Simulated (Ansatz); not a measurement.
Pt:

```
Pt
1.0
     0.00000    1.96090    1.96090
     1.96090    0.00000    1.96090
     1.96090    1.96090    0.00000
Pt
1
Direct
  0.00000 0.00000 0.00000
```

| Property | Result |
| --- | --- |
| Program | Ansatz 0.2.0 |
| Task | single point |
| Functional | PBE |
| Potentials or basis | Ansatz PAW |
| Cutoff | 420 eV (not typed: the program's choice for these potentials) |
| k mesh | 12 × 12 × 12 |
| Occupations | fermi-dirac, width 0.05 eV |
| Spin | no spin polarisation |

On this cell: pressure 10.3 GPa; band gap on the k mesh none (metal or under the smearing width).

The same run follows on a disturbed copy (cell strained at random at fixed volume):

```
Pt
1.0
    -0.01330    1.93575    1.94453
     1.97104    0.00303    1.92819
     2.00088    1.94926   -0.02681
Pt
1
Cartesian
  0.0534 -0.0121 0.0125
```

What does the disturbed cell give?

The energy (extrapolated to zero smearing) moves by +2.6 meV/atom; pressure 10.4 GPa; band gap on the k mesh none (metal or under the smearing width).

Stress tensor (GPa, compression positive):
```
 9.36 -0.64  1.46
-0.64 10.85  0.63
 1.46  0.63 10.91
```
